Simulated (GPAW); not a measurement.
## How the form of the self-energy moves the gap of CuI (Marshite)

How much does the gap of CuI (Marshite) depend on the approximation to the self-energy?

Main program and level: GPAW 26.7.0; PBE and many-body steps on it, plane waves.

Report form: the programs' logs are mostly left out.

The database entry behind the starting cell differs from later determinations by our own check (about 0.15 % long (mineral sample)), so it need not match the best structure at ambient conditions.

### 1. Set-up

Symmetry: F-43m, No. 216, cubic system. The conventional cell has a = 6.063 Å, b = 6.063 Å, c = 6.063 Å, α = 90.00°, β = 90.00°, γ = 90.00°. Nearest to Cu lie 4 I at 2.63 Å. I has 4 Cu at 2.63 Å nearest. Farther neighbours and most contacts between anions are not listed.

Coordinates:

```cif
data_structure
_symmetry_space_group_name_H-M 'P 1'
_symmetry_Int_Tables_number 1
_cell_length_a 4.2872
_cell_length_b 4.2872
_cell_length_c 4.2872
_cell_angle_alpha 60.000
_cell_angle_beta 60.000
_cell_angle_gamma 60.000
_cell_volume 55.72
loop_
_atom_site_label
_atom_site_type_symbol
_atom_site_fract_x
_atom_site_fract_y
_atom_site_fract_z
_atom_site_occupancy
Cu1 Cu 0.25000 0.25000 0.25000 1
I2 I 0.00000 0.00000 0.00000 1
```

The cell and positions come from the Crystallography Open Database and are kept as given unless a step says otherwise. Spin-orbit coupling is left out unless a step names it.

### 2. Empty states on the mesh, 4×4×4 mesh, 242 bands

This step: GPAW 26.7.0; DFT, PBE, plane waves, PAW.

The sums over transitions need many empty states on a uniform mesh; this step solves for them.

Contents of run.py:

```python
import json
import numpy as np
from gpaw.mpi import world
from gpaw import GPAW

calc = GPAW('gs.gpw').fixed_density(kpts={'size': (4, 4, 4), 'gamma': True},
    parallel={'domain': 1, 'band': 1},
    txt='nscf.txt')
calc.diagonalize_full_hamiltonian(nbands=242)
calc.write('full.gpw', mode='all')
res = {}
kpts = calc.get_ibz_k_points()
res['kpts'] = kpts
res['eigenvalues'] = [calc.get_eigenvalues(kpt=k) for k in range(len(kpts))]
res['n_electrons'] = calc.get_number_of_electrons()

if world.rank == 0:
    with open('result.json', 'w') as f:
        json.dump(res, f, default=lambda x: x.tolist())
```

Command:

```sh
$ mpirun -n 4 gpaw python run.py
```

Run time: 11 s. Hardware: 4 MPI ranks of Intel Xeon Platinum 8488C (Sapphire Rapids), shared host; peak memory 1.8 GiB.

This step gave:

```yaml
gap: 1.138 eV
k_of_the_valence_top: 0, 0, 0
k_of_the_conduction_bottom: 0, 0, 0
least_direct_gap: 1.138 eV
k_points_computed: 8
lowest_point_of_the_top_converged_band_above_the_valence_top: 138.5158 eV
```

On this mesh the gap is 1.138 eV.

### 3. G0W0, Godby-Needs plasmon pole

Now the one-shot GW correction: screening in the RPA, then the self-energy of the levels asked for.

This step: G0W0 on PBE, plane waves, PAW.

Contents of run.py:

```python
import json
import numpy as np
from gpaw.mpi import world
from gpaw.response.g0w0 import G0W0

gw = G0W0('full.gpw',
    filename='gw',
    kpts=[0],
    bands=(7, 11),
    ecut=150,
    nbands=232,
    integrate_gamma='WS',
    ppa=True)
gw.calculate()
res = {mode: {k: v for k, v in r.items() if k != 'sigma_eskwn'}
       for mode, r in gw.all_results.items()}

if world.rank == 0:
    with open('result.json', 'w') as f:
        json.dump(res, f, default=lambda x: x.tolist())
```

Command:

```sh
$ mpirun -n 4 gpaw python run.py
```

The job ended after 56 s (4 MPI ranks; peak memory 1.5 GiB; 3.7 min of CPU time).

This step gave:

```yaml
g0w0_gap_on_the_points_computed: 2.027 eV
least_direct_g0w0_gap_on_the_computed_points: 2.027 eV
z_at_the_valence_top: 0.7398
z_at_the_conduction_bottom: 0.8118
starting_gap_on_the_mesh: 1.138 eV
k_of_the_valence_top: 0, 0, 0
k_of_the_conduction_bottom: 0, 0, 0
```

The gap on the mesh goes from 1.14 eV to 2.03 eV, a correction of +0.89 eV.

### 4. G0W0, full frequency, Hilbert transform

run.py: that of step 3 with these lines changed.

```diff
@@ -12,3 +12,5 @@
     integrate_gamma='WS',
-    ppa=True)
+    frequencies={'type': 'nonlinear', 'domega0': 0.1, 'omega2': 15.0},
+    eta=0.1,
+    nblocksmax=True)
 gw.calculate()
```

Command:

```sh
$ mpirun -n 4 gpaw python run.py
```

Wall time 2.4 min (4 MPI ranks); peak memory 2.7 GiB.

This step gave:

```
G0W0 gap on the points computed              : 2.098 eV
least direct G0W0 gap on the computed points : 2.098 eV
Z at the valence top                         : 0.7024
Z at the conduction bottom                   : 0.7727
starting gap on the mesh                     : 1.138 eV
k of the valence top                         : 0, 0, 0
k of the conduction bottom                   : 0, 0, 0
```

Against G0W0 in GPAW (4×4×4 mesh, 232 bands, screening to 150 eV, Godby-Needs plasmon pole), the gap moves by +0.071 eV.

### 5. G0W0, multipole

run.py: that of step 4 with these lines changed.

```diff
@@ -12,5 +12,3 @@
     integrate_gamma='WS',
-    frequencies={'type': 'nonlinear', 'domega0': 0.1, 'omega2': 15.0},
-    eta=0.1,
-    nblocksmax=True)
+    mpa={'npoles': 4, 'wrange': [0, 40], 'varpi': 20.0, 'eta0': 0.01, 'eta_rest': 1.0, 'alpha': 1})
 gw.calculate()
```

Command:

```sh
$ mpirun -n 4 gpaw python run.py
```

Elapsed: 2 min, on 4 MPI ranks; peak memory 1.7 GiB; 8 min of CPU time.

Numbers from this step:

```yaml
g0w0_gap_on_the_points_computed: 2.046 eV
least_direct_g0w0_gap_on_the_computed_points: 2.046 eV
starting_gap_on_the_mesh: 1.138 eV
k_of_the_valence_top: 0, 0, 0
k_of_the_conduction_bottom: 0, 0, 0
```

Against G0W0 in GPAW (4×4×4 mesh, 232 bands, screening to 150 eV, Godby-Needs plasmon pole), the gap moves by +0.019 eV.

### 6. The runs together

Times are wall times on 4 MPI ranks of Intel Xeon Platinum 8488C (Sapphire Rapids), shared host, good to a factor of about two.

```
                                    run   mesh  bands  screening cutoff (eV)  DFT gap (eV)  gap on the mesh (eV)  direct (eV)     time
         G0W0, Godby-Needs plasmon pole  4×4×4    232                    150         1.138                 2.027        2.027     56 s
G0W0, full frequency, Hilbert transform  4×4×4    232                    150         1.138                 2.098        2.098  2.4 min
                        G0W0, multipole  4×4×4    232                    150         1.138                 2.046        2.046    2 min
```

### 7. Results

```json
{"G0W0, Godby-Needs plasmon pole": "2.027 eV", "G0W0, full frequency, Hilbert transform": "2.098 eV", "G0W0, multipole": "2.046 eV", "known limits": "not at the basis limit; d shell near the gap, gap tends to lie low; no spin-orbit coupling"}
```

What this shows: G0W0, full frequency, Hilbert transform: +0.071 eV against G0W0, Godby-Needs plasmon pole. G0W0, multipole: +0.019 eV against G0W0, Godby-Needs plasmon pole. Bands and cutoff are finite, so the gap is not at the basis limit. The miss can reach some tenths of an eV and take either sign; the mesh is an error of its own. These stock PAW sets were not made for GW; the filled d or f shell of I lies in the frozen core, which bears on start and correction. In the G0W0 runs levels were corrected at 1 k point alone, so a gap called «on the mesh» is the least over those, and an edge elsewhere would be missed. A d shell, filled or nearly so, lies near the gap. One-shot GW converges very slowly in bands there, not always from below, and on a semilocal start the gap tends to come out low; starts rich in exact exchange can overshoot instead. The many-body steps are scalar-relativistic: spin-orbit coupling is not in them.

[Paths, hosts, dates, memory and timing lines, banners, echoed tables and standing remarks are left out of the program output.]

[Logs are printed without paths, hosts, clocks, repeated set-up lines and the standing remarks that a program may print on its own settings, such as how far it seeks lower states.]

[Runs of the session that timed out or met a known fault of the program may be left out.]

[Hosts, paths, dates, database ids (printed as entryN), source tags and the programs' standing remarks are cut or masked in the printed files.]
